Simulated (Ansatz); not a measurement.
**Hg in Ansatz, single run**

Launch command:

```bash
ansatz run input.yaml --threads 1 --pin off --max-ram 2560MiB --backend cpu --events-out ev --progress --plain --runs-dir out
```

Input:

```yaml
crystal:
  lattice:
    - [4.073755, 0.0, 0.0]
    - [-0.051111, 8.135034, 0.0]
    - [-1.8159, -3.922572, 8.978254]
  atoms:
    - { symbol: Hg, position: [0.24814, 0.15961, 0.98078] }
kpoints:
  mp_grid: { grid: [5, 3, 2], shift: [0.5, 0.5, 0.5] }
magnetization:
  spin_polarized: false
scf:
  occupations: { method: fermi_dirac, width: 0.1105 }
hamiltonian:
  pseudopotentials: { kind: paw }
  xc: r2scan
basis:
  ecutwfc: "58.8 Ry"
output:
  forces: true
  stress: true
  eigenvalues: true
```

Origin of the cell: a known structure type with other elements, at an estimated volume, so it need not be a known compound.

Output (shortened):

```
Pseudopotentials: kind: paw
Pseudopotential: Hg, paw, valence charge 20, recommended cutoff 500 eV (meta_gga), Hg.paw.azcp
Functional definition: r2SCAN
  exchange = r2scan_x(k0 = k0, k1 = k1, a1 = a1)
  correlation = r2scan_c
Crystal: 1 atoms, lattice volume = 297.541 Å³
Basis set: ecut = 800.014756 eV, 15303 PW (Γ), exchange–correlation on 160×320×384 points (64 copies of the dense FFT grid, shifted against one another)
Bands: 14, of which v1, the nominal top of the filled ones, is band 10 counted from 1 (9 counted from 0)
Symmetry: 2 space group operations
Space group: P-1 (ITA 2), of the structure as read, at distance tolerance 6.7e-5 Å
k-points: 15 of 30
[… 3 lines left out …]
Initial density: superposition of atomic densities (neutral atoms: chi_scale 0, normalization atom), corrected by the library's trained network
Functional: x = r2scan, c = r2scan; τ floored in thin density (d = 2e-4 eV/Å³)
SCF iter   1: F=—  HF=-13827.407219 eV  Δρ=2.45e-3  dr2=2.14e-2  dr2_τ=2.64e-3
SCF iter   2: F=—  HF=-13827.400570 eV  Δρ=9.20e-4  dr2=1.02e-3  dr2_τ=7.14e-4
SCF iter   3: F=—  HF=-13827.400776 eV  Δρ=3.72e-4  dr2=1.84e-4  dr2_τ=1.10e-5
SCF iter   4: F=—  HF=-13827.400984 eV  Δρ=3.25e-5  dr2=2.80e-6  dr2_τ=4.58e-7
SCF iter   5: F=—  HF=-13827.401028 eV  Δρ=6.90e-6  dr2=1.08e-7  dr2_τ=2.89e-8
SCF iter   6: F=-13827.401028 eV  HF=-13827.401028 eV  Δρ=3.77e-7  dr2=3.53e-10  dr2_τ=2.08e-11
SCF 1 converged in 6 iterations: F = -13827.401028 eV  dr2 = 3.53e-10
SCF converged after 6 iterations
Free energy (F): -13827.401028 eV
Harris-Foulkes:  -13827.401028 eV  (|F-HF|=3.17e-9)
Internal energy: -13827.401028 eV  (E = F + TS)
E sigma→0 (E₀):  -13827.401028 eV
Fermi energy:    -2.694205 eV
--- Per-component energies (eV) ---
  E_band       = -737.927278
  E_kinetic    = 605.959737
  E_local      = -6029.242618  (includes V_loc(G=0)·N_el)
  E_nonlocal   = 74.701205
  E_hartree    = 2672.569611
  E_xc         = -207.157792
  E_vxc        = -290.478137  (∫ρ·V_xc dr)
  E_paw        = -9973.796712  (= ΣΔE_a)
  E_vpaw       = -465.877627  (= ΣTr[D̂ρ^β])
  E_aug_tail   = 0.000023  (compensation charges beyond the density's cutoff)
  E_vtau       = 21.872458  (kinetic-family band-sum trace: ∫τ·v_τ [+ j·A + Jᵃ·Aᵃ] dr)
  E_ewald      = -970.285554
  E_core_change = -0.148928  (= ΣΔE_core)
  E_smearing   = -0.000000  (= −TS)
  Σ components = -13827.401028   (vs F -13827.401028, Δ=0.00e0)
--- Forces (eV/Å), atoms counted from 1 ---
  atom   1  Hg     0.000000     0.000000     0.000000
  max |Σ_I F_I| component: 0.00e0 eV/Å
--- Stress (GPa, compression-positive) ---
       -0.111476       0.000000       0.000000
        0.000000      -0.000334       0.000001
        0.000000       0.000001      -0.000029
  P = ⅓ Tr σ = -0.0373 GPa (-0.373 kbar)
```

Caveats: no spin-orbit coupling, though heavy elements are present.

Time: 38 s on 1 thread of Arm Neoverse V1 (shared host), peak memory 1.8 GiB, from the program's own first density.
